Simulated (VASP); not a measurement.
**BeTe under changes of volume**

One of the cells (22.768 Å³/atom); the others are scaled copies at fixed shape and fractional positions:

```
CELL_PARAMETERS angstrom
0.00000 2.83426 2.83426
2.83426 0.00000 2.83426
2.83426 2.83426 0.00000
ATOMIC_POSITIONS crystal
Be 0.00000 0.00000 0.00000
Te 0.75000 0.75000 0.75000
```

The cell was built by a generator and needn't be a form met in nature.

```yaml
Program: VASP 6.6.1
Functional: PBE
Potentials_or_basis: VASP PAW PBE potentials, release 64 (Be, Te)
Cutoff: 520 eV
k_mesh: 7 × 7 × 7
Occupations: gaussian, width 0.03 eV
Spin: no spin polarisation
```

```csv
volume (Å³/atom),energy over the lowest point (meV/atom),pressure (GPa),gap on the mesh (eV)
20.719,38.12,6.4,1.84
21.402,?,?,?
22.085,3.83,1.8,2.00
22.768,0.00,0.0,2.07
23.451,3.41,-1.6,2.13
24.134,13.06,-2.9,2.19
24.817,28.07,-4.1,2.25
```

Q: What does the run at 21.402 Å³/atom give?

A: Energy over the lowest point 16.08 meV/atom; pressure 4.0 GPa; gap on the mesh 1.93 eV.

Worked out: A Birch-Murnaghan fit of order 3 (a polynomial in V^(-2/3)) to the other rows has its minimum at 22.77 Å³/atom with B0 = V·E''(V) = 56 GPa and B' = 4.0. It gives 16.07 meV/atom at 21.402 Å³/atom, against the run's 16.08, and -dE/dV = 4.0 GPa, against 4.0. A straight line through the other rows of the gap, of slope 2.26 eV per unit of ln V, gives 1.92 eV, against the run's 1.93.

Energies are extrapolated to zero smearing.

Caveats: spin-orbit coupling is left out, which moves the levels of the heavy elements; an odd mesh through Γ misses points on the zone boundary, where band edges often lie.
